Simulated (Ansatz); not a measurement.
A run of Ansatz 0.2.0 is set up as follows.

File input.yaml:

```yaml
crystal:
  lattice:
    - [3.1829541699, 0.0, 0.0]
    - [-1.591477085, 2.7565191702, 0.0]
    - [0.0, 0.0, 28.53221786]
  atoms:
    - { symbol: W, position: [0.6666666667, 0.3333333333, 0.43436168] }
    - { symbol: W, position: [0.6666666667, 0.3333333333, 0.88553378] }
    - { symbol: W, position: [0.0, 0.0, 0.65928643] }
    - { symbol: S, position: [0.6666666667, 0.3333333333, 0.60462521] }
    - { symbol: S, position: [0.0, 0.0, 0.37971025] }
    - { symbol: S, position: [0.0, 0.0, 0.83084828] }
    - { symbol: S, position: [0.6666666667, 0.3333333333, 0.71395221] }
    - { symbol: S, position: [0.0, 0.0, 0.48903042] }
    - { symbol: S, position: [0.0, 0.0, 0.94018573] }
hamiltonian:
  xc: revpbe
  pseudopotentials: { kind: paw }
kpoints:
  mp_grid: { grid: [10, 10, 1] }
  band_path:
    path:
      - [[0.0, 0.0, 0.0], [0.5, 0.0, 0.0], [0.3333333333, 0.3333333333, 0.0], [0.0, 0.0, 0.0], [0.0, 0.0, 0.5], [0.5, 0.0, 0.5], [0.3333333333, 0.3333333333, 0.5], [0.0, 0.0, 0.5]]
      - [[0.5, 0.0, 0.5], [0.5, 0.0, 0.0]]
      - [[0.3333333333, 0.3333333333, 0.0], [0.3333333333, 0.3333333333, 0.5]]
    npoints: 10
scf:
  occupations: { method: fermi_dirac, width: 0.05 }
  n_extra_bands: 22
output:
  forces: true
  stress: true
  eigenvalues: true
  fatbands: false
```

Potentials or basis: Ansatz PAW.

Run with:

```sh
$ ansatz run input.yaml --threads 4 --pin off --max-ram 11264MiB --backend cpu --events-out ev --progress --plain --runs-dir out
```

(1) Predict the band gap along the path.

(2) What does it give for the largest force?

(3) Estimate the band gap on the k mesh.

Answers

(1) 1.35 eV, indirect (least direct gap 1.76 eV).

(2) 0.401 eV/Å.

(3) 1.51 eV, indirect (least direct gap 2.11 eV).

Caveat: the k mesh misses the band edges, so the gap on the mesh is wider than the one along the path; spin-orbit coupling is left out, which moves the levels of the heavy elements; the PAW data sets come from PBE, with cores solved anew for the run's functional, which leaves a small shift of forces and pressure.
